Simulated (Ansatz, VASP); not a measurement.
**KMgF3: VASP beside Ansatz**

```xyz
5
Lattice="3.5666 0.0000 0.0000 0.0000 3.5666 0.0000 0.0000 0.0000 3.5666" Properties=species:S:1:pos:R:3 pbc="T T T"
K     1.7833    1.7833    1.7833
Mg    0.0000    0.0000    0.0000
F     0.0000    1.7833    0.0000
F     0.0000    0.0000    1.7833
F     1.7833    0.0000    0.0000
```

Alike in both runs: functional PBE; k mesh 6 × 6 × 6; occupations gaussian, width 0.02 eV; no spin polarisation.

Ansatz relaxed the structure, and its values are those at the end. VASP's run is a single point on that final structure, the one shown.

```csv
,VASP,Ansatz
version,VASP 6.6.1,Ansatz 0.2.0
potentials or method,"VASP PAW PBE potentials, release 64 (K_sv, Mg, F)","scalar-relativistic, plane waves, PAW"
plane-wave cutoff (eV),520,420
valence electrons in the cell,32,40
```

VASP gave:

| Quantity | Value |
| --- | --- |
| gap on the k mesh at the Fermi level (eV) | 10.38 |
| least direct gap on the mesh (eV) | 10.63 |

Task: What did Ansatz give for the same quantities?

Result: gap on the k mesh at the Fermi level (eV): 10.41; least direct gap on the mesh (eV): 10.65.

With one functional, cell and mesh, what is left measures potentials, basis and numerics. The two sets of potentials don't hold the same shells in valence.

 A k mesh can miss the band edges.
